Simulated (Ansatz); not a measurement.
Crystal: Co.

```xyz
2
Lattice="2.4720 0.0000 0.0000 -1.2360 2.1408 0.0000 0.0000 0.0000 4.0211" Properties=species:S:1:pos:R:3 pbc="T T T"
Co    1.2360    0.7136    3.0159
Co    0.0000    1.4272    1.0053
```

Base run:

| Item | Value |
| --- | --- |
| Program | Ansatz 0.2.0 |
| Functional | PBEsol |
| Potentials or basis | all-electron LAPW, scalar-relativistic |
| Cutoff | 315 eV (chosen from the basis error) |
| Basis error allowed | 0.001 eV/atom |
| k mesh | 12 × 12 × 7 |
| Occupations | fermi-dirac, width 0.05 eV |
| Spin | collinear spin, ferromagnetic start |
| Starting moments | [2.0, 2.0] μB |

Its results: pressure -5.8 GPa; net moment 3.20 μB per cell; site moments Co +1.65 μB.

Problem. The run is repeated on the same cell with these changes: functional from PBEsol to PBE. What comes out?

Solution. Pressure 4.6 GPa; net moment 3.21 μB per cell; site moments Co +1.66 μB.

PBE binds less tightly than PBEsol, so the same cell stands under more pressure.
